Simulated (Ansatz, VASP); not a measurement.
AlN in VASP and in Ansatz

```xyz
4
Lattice="3.1130 0.0000 0.0000 -1.5565 2.6959 0.0000 0.0000 0.0000 4.9810" Properties=species:S:1:pos:R:3 pbc="T T T"
Al    0.0000    1.7973    0.0000
Al    1.5565    0.8986    2.4905
N     0.0000    1.7973    1.8928
N     1.5565    0.8986    4.3833
```

Alike in both runs: task single point; functional r2SCAN; k mesh 6 × 6 × 4; no spin polarisation.

|  | VASP | Ansatz |
| --- | --- | --- |
| version | VASP 6.6.1 | Ansatz 0.2.0 |
| potentials or method | VASP PAW PBE potentials, release 64 (Al, N) | plane waves, PAW |
| plane-wave cutoff (eV) | 520 | 500 |
| occupations | gaussian, width 0.01 eV | fixed |
| valence electrons in the cell | 16 | 16 |

|  | VASP | Ansatz | Ansatz less VASP |
| --- | --- | --- | --- |
| gap on the k mesh at the Fermi level (eV) | 4.90 | 4.86 | -0.040 |
| pressure (GPa) | -1.3 | -0.9 | +0.39 |
| largest component of the traceless stress (GPa) | 1.20 | 1.17 | -0.032 |

Caveats: the PAW data sets were made with another functional, which shifts forces and pressure a little (VASP). r2SCAN opens gaps a little over a GGA but as a rule still falls short of measured ones.
